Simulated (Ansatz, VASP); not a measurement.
**Two plane-wave programs on CdS**

The input INCAR:

```
ALGO = Normal
EDIFF = 1E-7
EDIFFG = -0.005
ENCUT = 600
GGA = PE
IBRION = 2
ISIF = 3
ISMEAR = 0
LASPH = T
LCHARG = F
LREAL = F
LWAVE = F
NELM = 100
NSW = 100
PREC = Accurate
SIGMA = 0.01
```

KPOINTS

```
k-points
0
Gamma
  12 12 12
```

POSCAR

```
CdS
1.0
    0.0000000000      2.7532440000      2.7532440000
    2.7532440000      0.0000000000      2.7532440000
    2.7532440000      2.7532440000      0.0000000000
Cd S
1 1
Direct
    0.0000000000      0.0000000000      0.0000000000
    0.5000000000      0.5000000000      0.5000000000
```

Input for Ansatz:

```yaml
crystal:
  lattice:
    - [0.0, 2.753244, 2.753244]
    - [2.753244, 0.0, 2.753244]
    - [2.753244, 2.753244, 0.0]
  atoms:
    - { symbol: Cd, position: [0.0, 0.0, 0.0] }
    - { symbol: S, position: [0.5, 0.5, 0.5] }
basis:
  ecutwfc: 420
kpoints:
  mp_grid: { grid: [12, 12, 12] }
hamiltonian:
  xc: pbe
scf:
  occupations: { method: gaussian, width: 0.01 }
output:
  forces: true
  stress: true
  eigenvalues: true
relax:
  adjacent_minimum: "off"
  f_tol: 0.005
  max_steps: 80
  cell: { stress_tol: 0.05 }
```

Measurements of this composition are mostly on another form, of space group No. 186.

Alike in both runs: task relaxation of cell and atoms; functional PBE; k mesh 12 × 12 × 12; occupations gaussian, width 0.01 eV; no spin polarisation.

|  | VASP | Ansatz |
| --- | --- | --- |
| version | VASP 6.6.1 | Ansatz 0.2.0 |
| potentials or method | VASP PAW PBE potentials, release 64 (Cd, S) | scalar-relativistic, plane waves, PAW |
| plane-wave cutoff (eV) | 600 | 420 |
| valence electrons in the cell | 18 | 26 |

Ansatz gave:

* gap on the k mesh at the Fermi level, each at its own relaxed structure (eV): 0.26
* relaxed volume (Å³/atom): 20.74
* relaxed cell length with the largest relative difference (Å): 3.886

Q: Which values does VASP return?

A: gap on the k mesh at the Fermi level, each at its own relaxed structure (eV): 0.25; relaxed volume (Å³/atom): 20.84; relaxed cell length with the largest relative difference (Å): 3.892.

The two sets of potentials don't hold the same shells in valence.

A k mesh can miss the band edges. As with any semilocal functional, this PBE gap is likely too small.
